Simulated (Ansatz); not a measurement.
Runs of Ansatz 0.2.0 on TiB2. The structure is hexagonal, space group P6/mmm (No. 191). The conventional cell has a = 3.029 Å, b = 3.029 Å, c = 3.228 Å, α = 90.00°, β = 90.00°, γ = 120.00°. Ti (site symmetry 6/mmm) has 12 B at 2.38 Å as nearest neighbours. B (site symmetry -6m2) is surrounded by 3 B at 1.75 Å. 

```csv
level,pressure (GPa),relaxed volume (Å³/atom)
PBEsol+D4,0.0,(a)
revPBE+D3(BJ),0.0,8.15
revPBE+D4,0.0,8.15
PBEsol+D3(BJ),0.0,8.15
RPBE+D4,0.0,8.14
RPBE+D3(BJ),0.0,7.47
```

Alike in all rows: task relaxation of cell and atoms; potentials or basis Ansatz PAW; no spin polarisation; cell relaxed; k mesh 10 × 10 × 8; cutoff (eV) 420; smearing fermi-dirac 0.05 eV.

Problem. Fill in the values left out.

Solution. (a) 8.23.

Caveats: the plane-wave basis is chosen anew once the cell has moved, so the energies of steps on either side of that aren't comparable; the PAW data sets come from PBE, with cores solved anew for the run's functional, which leaves a small shift of forces and pressure; the volume moved by -13 % from the deposited cell, more than functionals usually miss (some runs).
